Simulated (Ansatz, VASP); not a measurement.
## BaTe: VASP beside Ansatz

POSCAR

```
BaTe
1.0
    0.0666443649      3.5990311994      3.5990311994
    3.5990311994      0.0666443649      3.5990311994
    3.5990311994      3.5990311994      0.0666443649
Ba Te
1 1
Direct
    0.0000000000      0.0000000000      0.0000000000
    0.5000000000      0.5000000000      0.5000000000
```

Contents of INCAR.step1:

```
SYSTEM = BaTe
PREC = Accurate ; ENCUT = 520
ISMEAR = 0 ; SIGMA = 0.01
LREAL = .FALSE. ; LASPH = .TRUE.
NELM = 100 ; NBANDS = 15
GGA = PE ; ALGO = Normal
EDIFF = 1E-4 ; LWAVE = .TRUE.
LCHARG = .FALSE.
```

The input INCAR.step2:

```
SYSTEM = BaTe
PREC = Accurate ; ENCUT = 520
EDIFF = 1E-6 ; ISMEAR = 0
SIGMA = 0.01 ; LREAL = .FALSE.
LASPH = .TRUE. ; NELM = 100
ALGO = Normal ; ISIF = 2
LWAVE = .FALSE. ; LCHARG = .FALSE.
METAGGA = R2SCAN ; LMIXTAU = .TRUE.
NBANDS = 15 ; ISTART = 1
```

Contents of KPOINTS:

```
regular mesh
0
G
  6 6 6
  0 0 0
```

Input for Ansatz:

```yaml
crystal:
  lattice:
    - [0.0666443649, 3.5990311994, 3.5990311994]
    - [3.5990311994, 0.0666443649, 3.5990311994]
    - [3.5990311994, 3.5990311994, 0.0666443649]
  atoms:
    - { symbol: Ba, position: [0.0, 0.0, 0.0] }
    - { symbol: Te, position: [0.5, 0.5, 0.5] }
kpoints:
  mp_grid: { grid: [6, 6, 6] }
  band_path:
    path:
      - [0.0, 0.0, 0.0]
      - [0.5, 0.0, 0.5]
      - [0.625, 0.25, 0.625]
      - [0.375, 0.375, 0.75]
      - [0.5, 0.5, 0.5]
      - [0.5, 0.25, 0.75]
    npoints: 1
hamiltonian:
  xc: r2scan
scf:
  occupations: { method: fixed }
  n_extra_bands: 4
output:
  forces: true
  stress: true
  eigenvalues: true
```

Change from the starting cell: shear_111 strain +2.8%.

Alike in both runs: task single point; functional r2SCAN; k mesh 6 × 6 × 6; no spin polarisation.

```csv
,VASP,Ansatz
version,VASP 6.6.1,Ansatz 0.2.0
potentials or method,"VASP PAW PBE potentials, release 64 (Ba_sv, Te)","plane waves, PAW"
plane-wave cutoff (eV),520,500
occupations,"gaussian, width 0.01 eV",fixed
valence electrons in the cell,16,26
```

|  | VASP | Ansatz | Ansatz less VASP |
| --- | --- | --- | --- |
| gap on the k mesh at the Fermi level (eV) | 1.95 | 2.02 | +0.068 |
| pressure (GPa) | -0.5 | -0.8 | -0.28 |
| largest component of the traceless stress (GPa) | 0.24 | 0.24 | +0.001 |

The two sets of potentials don't hold the same shells in valence.

Caveats: the PAW data sets were made with another functional, which shifts forces and pressure a little (VASP); spin-orbit coupling is left out, which moves the levels of the heavy elements. A k mesh can miss the band edges.
